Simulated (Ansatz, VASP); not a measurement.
Two plane-wave programs on KBr

INCAR

```
  ALGO = Normal
  EDIFF = 1E-6
  ENCUT = 520
  GGA = PE
  ISIF = 2
  ISMEAR = -1
  LASPH = True
  LCHARG = False
  LREAL = False
  LWAVE = False
  NBANDS = 15
  NELM = 100
  PREC = Accurate
  SIGMA = 0.02
```

Contents of KPOINTS:

```
k-points
0
Gamma
  6 6 6
```

File POSCAR:

```
KBr
1.0
    3.9229065238     -0.0534152559     -0.0534152559
   -0.0534152559      3.9229065238     -0.0534152559
   -0.0534152559     -0.0534152559      3.9229065238
K Br
1 1
Direct
    0.0000000000      0.0000000000      0.0000000000
    0.5000000000      0.5000000000      0.5000000000
```

Input for Ansatz:

```yaml
crystal:
  lattice:
    - [3.9229065238, -0.0534152559, -0.0534152559]
    - [-0.0534152559, 3.9229065238, -0.0534152559]
    - [-0.0534152559, -0.0534152559, 3.9229065238]
  atoms:
    - { symbol: K, position: [0.0, 0.0, 0.0] }
    - { symbol: Br, position: [0.5, 0.5, 0.5] }
kpoints:
  mp_grid: { grid: [6, 6, 6] }
  band_path:
    path:
      - [0.0, 0.0, 0.0]
      - [0.0, 0.5, 0.0]
      - [0.5, 0.5, 0.0]
      - [0.5, 0.5, 0.5]
      - [0.0, 0.5, 0.5]
    npoints: 1
hamiltonian:
  xc: pbe
scf:
  occupations: { method: fermi_dirac, width: 0.02 }
  n_extra_bands: 4
output:
  forces: true
  stress: true
  eigenvalues: true
```

Change from the starting cell: shear_111 strain -4.0%.

Alike in both runs: task single point; functional PBE; k mesh 6 × 6 × 6; occupations fermi-dirac, width 0.02 eV; no spin polarisation.

|  | VASP | Ansatz |
| --- | --- | --- |
| version | VASP 6.6.1 | Ansatz 0.2.0 |
| potentials or method | VASP PAW PBE potentials, release 64 (K_sv, Br) | plane waves, PAW |
| plane-wave cutoff (eV) | 520 | 420 |
| valence electrons in the cell | 16 | 16 |

|  | VASP | Ansatz | Ansatz less VASP |
| --- | --- | --- | --- |
| gap on the k mesh at the Fermi level (eV) | 4.17 | 4.17 | +0.001 |
| pressure (GPa) | 1.8 | 1.8 | -0.06 |
| largest component of the traceless stress (GPa) | 0.26 | 0.26 | -0.006 |

A k mesh can miss the band edges.
